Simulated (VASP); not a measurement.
# TiC (Fm-3m) in VASP: a series of runs

One crystal, TiC, is run at these levels: PBE; tasks: relaxation of cell and atoms.

Everything below comes from runs of VASP 6.6.1. Logs are shortened: lines on timing, memory, paths and dates and some standing lists are left out, and cuts for length are marked.

## 1. The structure

Symmetry: Fm-3m, No. 225, cubic system. The conventional cell has a = 4.319 Å, b = 4.319 Å, c = 4.319 Å, α = 90.00°, β = 90.00°, γ = 90.00°. Ti (site symmetry m-3m) has 6 C at 2.16 Å as nearest neighbours. C (site symmetry m-3m) is surrounded by 6 Ti at 2.16 Å.

## 2. Relaxation of cell and atoms, PBE

Input file INCAR:

```
SYSTEM = TiC
ALGO     = Normal         ! electronic algorithm
EDIFF    = 1E-7           ! SCF threshold, eV
EDIFFG   = -0.002         ! ionic threshold
ENCUT    = 520            ! plane-wave cutoff, eV
GGA      = PE             ! functional
IBRION   = 2              ! ionic algorithm
ISIF     = 3              ! what is computed and relaxed
ISMEAR   = 1              ! smearing method
LASPH    = .True.         ! aspherical terms in the spheres
LCHARG   = .False.        ! write CHGCAR
LREAL    = .False.        ! projectors in reciprocal space
LWAVE    = .False.        ! write WAVECAR
NELM     = 100            ! most SCF steps
NSW      = 80             ! ionic steps
PREC     = Accurate       ! precision mode
SIGMA    = 0.2            ! smearing width, eV
```

Input file KPOINTS:

```
k-points
0
Gamma
  16 16 16
  0 0 0
```

Input file POSCAR:

```
TiC
1.0
    0.0000000000      2.1593000000      2.1593000000
    2.1593000000      0.0000000000      2.1593000000
    2.1593000000      2.1593000000      0.0000000000
Ti C
1 1
Direct
    0.0000000000      0.0000000000      0.0000000000
    0.5000000000      0.5000000000      0.5000000000
```

Potentials or basis: VASP PAW PBE potentials, release 64 (Ti_sv, C).

Launch:

```
$ cat potpaw_PBE.64/Ti_sv/POTCAR potpaw_PBE.64/C/POTCAR > POTCAR
$ mpirun -np 1 vasp_std > vasp.out
```

OUTCAR:

```text
SYSTEM = TiC
   EDIFF = 1E-7
   EDIFFG = -0.002
   ENCUT = 520
   GGA = PE
   IBRION = 2
   ISIF = 3
   ISMEAR = 1
   LASPH = .True.
   LREAL = .False.
   NELM = 100
   NSW = 80
   PREC = Accurate

 ion  position               nearest neighbor table
   1  0.000  0.000  0.000-   2 2.16   2 2.16   2 2.16   2 2.16   2 2.16   2 2.16
   2  0.500  0.500  0.500-   1 2.16   1 2.16   1 2.16   1 2.16   1 2.16   1 2.16

  LATTYP: Found a face centered cubic cell.
 ALAT       =     4.3186000000

  Lattice vectors:

 A1 = (   0.0000000000,   2.1593000000,   2.1593000000)
 A2 = (   2.1593000000,   0.0000000000,   2.1593000000)
 A3 = (   2.1593000000,   2.1593000000,   0.0000000000)

Analysis of symmetry for initial positions (statically):
=====================================================================
 Subroutine PRICEL returns:
 Original cell was already a primitive cell.

 Routine SETGRP: Setting up the symmetry group for a
 face centered cubic supercell.

 Subroutine GETGRP returns: Found 48 space group operations
 (whereof 48 operations were pure point group operations)
 out of a pool of 48 trial point group operations.

The static configuration has the point symmetry O_h .

Analysis of symmetry for dynamics (positions and initial velocities):
=====================================================================
 Subroutine PRICEL returns:
 Original cell was already a primitive cell.

 Routine SETGRP: Setting up the symmetry group for a
 face centered cubic supercell.

 Subroutine GETGRP returns: Found 48 space group operations
 (whereof 48 operations were pure point group operations)
 out of a pool of 48 trial point group operations.

The dynamic configuration has the point symmetry O_h .

 Subroutine INISYM returns: Found 48 space group operations
 (whereof 48 operations are pure point group operations),
 and found     1 'primitive' translations

----------------------------------------------------------------------------------------

                                     Primitive cell

  volume of cell :      20.1358

  direct lattice vectors                    reciprocal lattice vectors
     0.000000000  2.159300000  2.159300000    -0.231556523  0.231556523  0.231556523
     2.159300000  0.000000000  2.159300000     0.231556523 -0.231556523  0.231556523
     2.159300000  2.159300000  0.000000000     0.231556523  0.231556523 -0.231556523

  length of vectors
     3.053711345  3.053711345  3.053711345     0.401067663  0.401067663  0.401067663

  position of ions in fractional coordinates (direct lattice)
     0.000000000  0.000000000  0.000000000
     0.500000000  0.500000000  0.500000000

  ion indices of the primitive-cell ions
   primitive index   ion index
                 1           1
                 2           2

----------------------------------------------------------------------------------------

 KPOINTS: k-points

Automatic generation of k-mesh.
 Grid dimensions read from file:
 generate k-points for:   16   16   16

 Generating k-lattice:

  Cartesian coordinates                     Fractional coordinates (reciprocal lattice)
    -0.014472283  0.014472283  0.014472283     0.062500000  0.000000000  0.000000000
     0.014472283 -0.014472283  0.014472283     0.000000000  0.062500000  0.000000000
     0.014472283  0.014472283 -0.014472283     0.000000000  0.000000000  0.062500000

  Length of vectors
     0.025066729  0.025066729  0.025066729

  Shift w.r.t. Gamma in fractional coordinates (k-lattice)
     0.000000000  0.000000000  0.000000000

 Subroutine IBZKPT returns following result:
 ===========================================

 Found    145 irreducible k-points:

 Following reciprocal coordinates:
            Coordinates               Weight
  0.000000  0.000000  0.000000      1.000000
  0.062500  0.000000  0.000000      8.000000
  0.125000  0.000000  0.000000      8.000000
  0.187500  0.000000  0.000000      8.000000
  0.250000  0.000000  0.000000      8.000000
  0.312500  0.000000  0.000000      8.000000
[... 16 lines left out ...]
 -0.125000  0.062500  0.000000     24.000000
 -0.062500  0.062500  0.000000     12.000000
 [... further k-points ...]
   k-points           NKPTS =    145   k-points in BZ     NKDIM =    145   number of bands    NBANDS=     12
   number of dos      NEDOS =    301   number of ions     NIONS =      2
   total plane-waves  NPLWV =  13824
   dimension x,y,z NGX =    24 NGY =   24 NGZ =   24
   dimension x,y,z NGXF=    48 NGYF=   48 NGZF=   48
   ions per type =               1   1
   NGX,Y,Z   is equivalent  to a cutoff of  13.07, 13.07, 13.07 a.u.
   NGXF,Y,Z  is equivalent  to a cutoff of  26.13, 26.13, 26.13 a.u.
 SYSTEM =  TiC
   PREC   = accura    normal or accurate (medium, high low for compatibility)
   ISTART =      0    job   : 0-new  1-cont  2-samecut
   ICHARG =      2    charge: 1-file 2-atom 10-const
   ISPIN  =      1    spin polarized calculation?
   LNONCOLLINEAR =      F non collinear calculations
   LSORBIT =      F    spin-orbit coupling
   LASPH  =      T    aspherical Exc in radial PAW
   ENCUT  =  520.0 eV  38.22 Ry    6.18 a.u.   5.68  5.68  5.68*2*pi/ulx,y,z
   NELM   =    100;   NELMIN=  2; NELMDL= -5     # of ELM steps
   EDIFF  = 0.1E-06   stopping-criterion for ELM
   LREAL  =      F    real-space projection
   EDIFFG = -.2E-02   stopping-criterion for IOM
   NSW    =     80    number of steps for IOM
   IBRION =      2    ionic relax: 0-MD 1-quasi-New 2-CG
   NFREE  =      1    steps in history (QN), initial steepest desc. (CG)
   ISIF   =      3    stress and relaxation
   ISYM   =      2    0-nonsym 1-usesym 2-fastsym
   POTIM  = 0.5000    time-step for ionic-motion
   TEBEG  =    0.0;   TEEND  =   0.0 temperature during run
   PSTRESS=    0.0 pullay stress
   NELECT =      16.0000    total number of electrons
   NUPDOWN=      -1.0000    fix difference up-down
   EMIN   =  10.00;   EMAX   =-10.00  energy-range for DOS
   EFERMI =   0.00;   METHOD = LEGACY
   ISMEAR =     1;   SIGMA  =   0.20  broadening in eV -4-tet -1-fermi 0-gaus
   EFERMI_NEDOS =   21; number of points for ismear=-14 and -15
   IALGO  =     38    algorithm
   IMIX   =      4    mixing-type and parameters
     AMIX     =   0.40;   BMIX     =  1.00
     AMIX_MAG =   1.60;   BMIX_MAG =  1.00
  volume/ion in A,a.u.               =      10.07        67.94
  Fermi-wavevector in a.u.,A,eV,Ry     =   1.516323  2.865436 31.283015  2.299237
  Thomas-Fermi vector in A             =   2.625728
   LORBIT       =      0    0 simple, 1 ext, 2 COOP (PROOUT), +10 PAW based schemes
   GGA     = PE    functional components
   LHFCALC =     F    Hartree Fock is set to
   AEXX    =    0.0000 exact exchange contribution
   IVDW    =     0    specifies the selected vdW correction
   LEPSILON=     F    determine dielectric tensor
   LRPA    =     F    only Hartree local field effects (RPA)
 conjugate gradient relaxation of ions
 non-spin polarized calculation
 Methfessel and Paxton  Order N= 1 SIGMA  =   0.20
  energy-cutoff  :      520.00
  volume of cell :       20.14
 maximum number of plane-waves:       560
   NGX = 11   NGY = 11   NGZ = 11

--------------------------------------- Ionic step        1  -------------------------------------------

 number of electron      16.0000002 magnetization

 Free energy of the ion-electron system (eV)
  ---------------------------------------------------
  ext. energy  EPLUGINS =         0.00000000
  ---------------------------------------------------
  free energy    TOTEN  =       -18.70696704 eV

  energy without entropy =      -18.70646072  energy(sigma->0) =      -18.70679827

------------------------ aborting loop because EDIFF is reached ----------------------------------------

  FORCE on cell =-STRESS in cart. coord.  units (eV):
  Direction    XX          YY          ZZ          XY          YZ          ZX
  --------------------------------------------------------------------------------------
  -------------------------------------------------------------------------------------
  Total        0.3449326      0.3449326      0.3449326      0.0000000      0.0000000     -0.0000000
  in kB       27.4457997     27.4457997     27.4457997      0.0000000      0.0000000     -0.0000000
  external PRESSURE =      27.4457997 kB  Pullay stress =       0.0000000 kB
[... 57 lines left out ...]
  energy  without entropy=      -18.7052161259  energy(sigma->0) =      -18.70556383

--------------------------------------- Ionic step        3  -------------------------------------------

 number of electron      16.0000000 magnetization

 Free energy of the ion-electron system (eV)
  ---------------------------------------------------
  ext. energy  EPLUGINS =         0.00000000
  ---------------------------------------------------
  free energy    TOTEN  =       -18.70883209 eV

  energy without entropy =      -18.70831722  energy(sigma->0) =      -18.70866047

 E-fermi :   9.3864     XC(G=0): -12.6878

 val. band max:        9.3652029948   @ k =  -0.0625   0.0625   0.0000
 cond. band min:       9.3863804088   @ k =   0.1250   0.1250   0.0000
 fundamental gap:      0.0211774140
 Fermi energy:         9.3863724535

 k-point     1 :       0.0000    0.0000    0.0000
  band No.  band energies     occupation
      1     -47.2060      2.00000
      2     -23.2310      2.00000
      3     -23.2310      2.00000
      4     -23.2310      2.00000
      5      -2.9980      2.00000
      6      10.0818     -0.00001
      7      10.0818     -0.00001
      8      10.0818     -0.00001
      9      11.0647     -0.00000
     10      11.0647     -0.00000
     11      11.0648     -0.00000
     12      11.0975     -0.00000
[... 331 lines left out ...]
 k-point    24 :      -0.0625    0.0625    0.0000
  band No.  band energies     occupation
      1     -47.1988      2.00000
      2     -23.2773      2.00000
      3     -23.2439      2.00000
      4     -23.2322      2.00000
      5      -2.7654      2.00000
      6       9.1725      2.06184
      7       9.3580      1.23755
      8       9.3652      1.17804
      9      10.1922     -0.00000
     10      10.7652     -0.00000
     11      11.6526     -0.00000
     12      12.2066     -0.00000

 [... further k-points ...]

------------------------ aborting loop because EDIFF is reached ----------------------------------------

  FORCE on cell =-STRESS in cart. coord.  units (eV):
  Direction    XX          YY          ZZ          XY          YZ          ZX
  --------------------------------------------------------------------------------------
  -------------------------------------------------------------------------------------
  Total       -0.0005986     -0.0005986     -0.0005986      0.0000000     -0.0000000      0.0000000
  in kB       -0.0471143     -0.0471143     -0.0471143      0.0000000     -0.0000000      0.0000000
  external PRESSURE =      -0.0471143 kB  Pullay stress =       0.0000000 kB
[... 17 lines left out ...]
  FREE ENERGIE OF THE ION-ELECTRON SYSTEM (eV)
  ---------------------------------------------------
  free  energy   TOTEN  =       -18.7088320938 eV

  energy  without entropy=      -18.7083172230  energy(sigma->0) =      -18.70866047

 reached required accuracy - stopping structural energy minimisation
```

Wall time 44 s (1 thread of Intel Xeon Platinum 8488C (Sapphire Rapids), shared host); peak memory 0.17 GiB.

What came out:

* Free energy: -18.7088 eV
* Relaxed volume: 10.18 Å³/atom
* Relaxed cell: a = 3.065 Å, b = 3.065 Å, c = 3.065 Å, α = 60.00°, β = 60.00°, γ = 60.00°
* Space group after relaxing (to 0.05 Å): Fm-3m (No. 225)
* Energy gained by relaxing: 0.9 meV/atom
* Ionic steps: 3
* Pressure after relaxing: 0.0 GPa
* Band gap on the k mesh: none (metal or under the smearing width)

The path:
```tsv
step	energy change (eV)	largest force (eV/Å)	pressure (GPa)	volume (Å³)
1	0.0000	0.0000	2.74	20.14
2	0.0012	0.0000	-3.40	20.64
3	-0.0019	0.0000	0.00	20.36
```

Final structure:
```cif
data_structure
_symmetry_space_group_name_H-M 'P 1'
_symmetry_Int_Tables_number 1
_cell_length_a 3.0648
_cell_length_b 3.0648
_cell_length_c 3.0648
_cell_angle_alpha 60.000
_cell_angle_beta 60.000
_cell_angle_gamma 60.000
_cell_volume 20.36
loop_
_atom_site_label
_atom_site_type_symbol
_atom_site_fract_x
_atom_site_fract_y
_atom_site_fract_z
_atom_site_occupancy
Ti1 Ti 0.00000 0.00000 0.00000 1
C1 C 0.50000 0.50000 0.50000 1
```

Levels at points of the mesh, in eV from the Fermi level:
| k point | band 6 | band 7 | band 8 | band 9 | band 10 | band 11 |
| --- | --- | --- | --- | --- | --- | --- |
| (0.00, 0.00, 0.00) | 0.70 | 0.70 | 0.70 | 1.68 | 1.68 | 1.68 |
| (0.50, 0.00, 0.00) | -5.82 | -2.88 | -2.88 | 2.91 | 2.91 | 4.09 |
| (0.50, 0.50, 0.00) | -3.43 | -1.61 | -0.03 | -0.03 | 2.70 | 3.51 |

PBE usually gives volumes a little too large and moduli too small. Zero-point motion and thermal expansion aren't in these numbers.

## 3. Relaxation of cell and atoms, PBE

This run uses another cell than the first one, of 10.18 Å³/atom, 1.011 times its volume.

INCAR is that of step 2.

KPOINTS is that of step 2.

Input file POSCAR:

```
TiC                                     
1.0
    0.0000000000      2.1671246440      2.1671246440
    2.1671246440      0.0000000000      2.1671246440
    2.1671246440      2.1671246440      0.0000000000
  Ti              C             
     1     1
Direct
     0.0000000000000000    0.0000000000000000    0.0000000000000000
     0.5000000000000000    0.5000000000000000    0.5000000000000000
```

Potentials or basis: VASP PAW PBE potentials, release 64 (Ti_sv, C).

Launch:

```
$ cat potpaw_PBE.64/Ti_sv/POTCAR potpaw_PBE.64/C/POTCAR > POTCAR
$ mpirun -np 1 vasp_std > vasp.out
```

Run time: 18 s. Hardware: 1 thread of Intel Xeon Platinum 8488C (Sapphire Rapids), shared host; peak memory 0.16 GiB.

It converged, with:

| Quantity | Value |
| --- | --- |
| Free energy | -18.7089 eV |
| Pressure after relaxing | 0.0 GPa |
| Band gap on the k mesh | none (metal or under the smearing width) |

Final structure:
```xyz
2
Lattice="0.0000 2.1671 2.1671 2.1671 0.0000 2.1671 2.1671 2.1671 0.0000" Properties=species:S:1:pos:R:3 pbc="T T T"
Ti    0.0000    0.0000    0.0000
C     2.1671    2.1671    2.1671
```

Levels at points of the mesh, in eV from the Fermi level:
| k point | band 6 | band 7 | band 8 | band 9 | band 10 | band 11 |
| --- | --- | --- | --- | --- | --- | --- |
| (0.00, 0.00, 0.00) | 0.70 | 0.70 | 0.70 | 1.68 | 1.68 | 1.68 |
| (0.50, 0.00, 0.00) | -5.82 | -2.88 | -2.88 | 2.91 | 2.91 | 4.09 |
| (0.50, 0.50, 0.00) | -3.43 | -1.61 | -0.03 | -0.03 | 2.70 | 3.51 |

Caveat: the relaxation stopped at its first step, so nothing moved.
